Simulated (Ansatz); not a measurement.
**Density of states of HfC**

```cif
data_structure
_symmetry_space_group_name_H-M 'Fm-3m'
_symmetry_Int_Tables_number 225
_cell_length_a 4.6500
_cell_length_b 4.6500
_cell_length_c 4.6500
_cell_angle_alpha 90.000
_cell_angle_beta 90.000
_cell_angle_gamma 90.000
_cell_volume 100.54
loop_
_atom_site_label
_atom_site_type_symbol
_atom_site_symmetry_multiplicity
_atom_site_Wyckoff_symbol
_atom_site_fract_x
_atom_site_fract_y
_atom_site_fract_z
_atom_site_occupancy
Hf1 Hf 4 b 0.50000 0.00000 0.00000 1
C1 C 4 a 0.00000 0.00000 0.00000 1
```

The runs use the primitive cell with vectors (0.000, 2.325, 2.325), (2.325, 0.000, 2.325), (2.325, 2.325, 0.000) Å, to which the k mesh refers.

The cell is COD entry 1539502, as deposited and not checked against the literature; nothing was relaxed.

Spin–orbit coupling is left out, though it moves levels of the heavy atoms by tenths of an eV or more.

These are results of DFT, PBE, all-electron LAPW, scalar-relativistic in Ansatz 0.2.0, not measurements.

Numerical set-up: a Γ-centred 15×15×15 k mesh, Fermi–Dirac smearing of 0.05 eV, basis error target 1 meV/atom, no spin polarisation.

States per eV and cell, averaged over 0.6 eV, from -12.4 to 3.0 eV, with energies (bin centres) from the Fermi level; empty bins are left out. The partial columns, the largest 5 alone, are projections on Löwdin-orthogonalised atomic shells (those that the program's projection atoms carry: the occupied ones and, for some elements, an empty d or f shell; other empty shells have no column), summed over atoms of an element. Weights on diffuse s and p shells depend on that basis and aren't pure angular character.

```json
{"E (eV)": "-12.2", "total": "0.04", "Hf 4f": "0.00", "Hf 5d": "0.00", "C 2p": "0.00", "C 2s": "0.01", "Hf 6s": "0.02"}
{"E (eV)": "-11.6", "total": "0.20", "Hf 4f": "0.05", "Hf 5d": "0.00", "C 2p": "0.00", "C 2s": "0.07", "Hf 6s": "0.07"}
{"E (eV)": "-11.0", "total": "23.39", "Hf 4f": "23.01", "Hf 5d": "0.06", "C 2p": "0.02", "C 2s": "0.21", "Hf 6s": "0.07"}
{"E (eV)": "-10.4", "total": "0.58", "Hf 4f": "0.09", "Hf 5d": "0.11", "C 2p": "0.02", "C 2s": "0.25", "Hf 6s": "0.10"}
{"E (eV)": "-9.8", "total": "1.19", "Hf 4f": "0.08", "Hf 5d": "0.34", "C 2p": "0.02", "C 2s": "0.61", "Hf 6s": "0.10"}
{"E (eV)": "-9.2", "total": "1.10", "Hf 4f": "0.07", "Hf 5d": "0.27", "C 2p": "0.01", "C 2s": "0.67", "Hf 6s": "0.05"}
{"E (eV)": "-8.6", "total": "0.16", "Hf 4f": "0.01", "Hf 5d": "0.02", "C 2p": "0.00", "C 2s": "0.12", "Hf 6s": "0.00"}
{"E (eV)": "-6.2", "total": "0.02", "Hf 4f": "0.00", "Hf 5d": "0.01", "C 2p": "0.01", "C 2s": "0.00", "Hf 6s": "0.00"}
{"E (eV)": "-5.6", "total": "0.21", "Hf 4f": "0.00", "Hf 5d": "0.08", "C 2p": "0.09", "C 2s": "0.01", "Hf 6s": "0.02"}
{"E (eV)": "-5.0", "total": "0.52", "Hf 4f": "0.00", "Hf 5d": "0.19", "C 2p": "0.25", "C 2s": "0.02", "Hf 6s": "0.05"}
{"E (eV)": "-4.4", "total": "0.85", "Hf 4f": "0.00", "Hf 5d": "0.29", "C 2p": "0.42", "C 2s": "0.03", "Hf 6s": "0.08"}
{"E (eV)": "-3.8", "total": "0.86", "Hf 4f": "0.00", "Hf 5d": "0.26", "C 2p": "0.47", "C 2s": "0.03", "Hf 6s": "0.07"}
{"E (eV)": "-3.2", "total": "0.60", "Hf 4f": "0.00", "Hf 5d": "0.19", "C 2p": "0.35", "C 2s": "0.02", "Hf 6s": "0.03"}
{"E (eV)": "-2.6", "total": "3.41", "Hf 4f": "0.00", "Hf 5d": "1.38", "C 2p": "1.88", "C 2s": "0.04", "Hf 6s": "0.01"}
{"E (eV)": "-2.0", "total": "1.83", "Hf 4f": "0.00", "Hf 5d": "0.83", "C 2p": "0.94", "C 2s": "0.02", "Hf 6s": "0.01"}
{"E (eV)": "-1.4", "total": "0.90", "Hf 4f": "0.00", "Hf 5d": "0.37", "C 2p": "0.50", "C 2s": "0.01", "Hf 6s": "0.00"}
{"E (eV)": "-0.8", "total": "0.56", "Hf 4f": "0.00", "Hf 5d": "0.18", "C 2p": "0.35", "C 2s": "0.00", "Hf 6s": "0.00"}
{"E (eV)": "-0.2", "total": "0.26", "Hf 4f": "0.00", "Hf 5d": "0.08", "C 2p": "0.18", "C 2s": "0.00", "Hf 6s": "0.00"}
{"E (eV)": "0.4", "total": "0.29", "Hf 4f": "0.00", "Hf 5d": "0.12", "C 2p": "0.16", "C 2s": "0.00", "Hf 6s": "0.00"}
{"E (eV)": "1.0", "total": "0.38", "Hf 4f": "0.00", "Hf 5d": "0.22", "C 2p": "0.14", "C 2s": "0.00", "Hf 6s": "0.00"}
{"E (eV)": "1.6", "total": "0.53", "Hf 4f": "0.00", "Hf 5d": "0.37", "C 2p": "0.14", "C 2s": "0.01", "Hf 6s": "0.00"}
{"E (eV)": "2.2", "total": "0.61", "Hf 4f": "0.00", "Hf 5d": "0.43", "C 2p": "0.15", "C 2s": "0.01", "Hf 6s": "0.01"}
{"E (eV)": "2.8", "total": "0.73", "Hf 4f": "0.00", "Hf 5d": "0.52", "C 2p": "0.16", "C 2s": "0.01", "Hf 6s": "0.01"}
```

Question: Where is the centre of the filled Hf 4f states between -14 eV and the top of the filled states?

Answer: -11.00 eV from the Fermi level.
